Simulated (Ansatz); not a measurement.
FeGe:

```
Ge Fe
1.0
     4.99760    0.00000    0.00000
    -2.49880    4.32805    0.00000
     0.00000    0.00000    4.11576
Ge Fe
3 3
Direct
  0.66667 0.33333 0.50000
  0.33333 0.66667 0.50000
  0.00000 0.00000 0.00000
  0.00000 0.50000 0.00000
  0.50000 0.50000 0.00000
  0.50000 0.00000 0.00000
```

The cell is a database's computed one.

Program: Ansatz 0.2.0. Alike in all runs: task single point; level PBE; potentials or basis Ansatz PAW; cell as given; cutoff (eV) 420; smearing fermi-dirac 0.05 eV. Hardware: 2 threads of Intel(R) Xeon(R) Platinum 8488C (Sapphire Rapids) (shared host).

Task: Order these runs on this cell by their wall time, lowest first.
A. spin non-collinear, random start; k mesh 5 × 5 × 5
B. spin off; k mesh 6 × 6 × 7
C. spin collinear, ferrimagnetic start; k mesh 6 × 6 × 7

Result: B (3.4 s), C (23 s), A (60 s).

Caveats: the starting moments weren't kept (some runs).
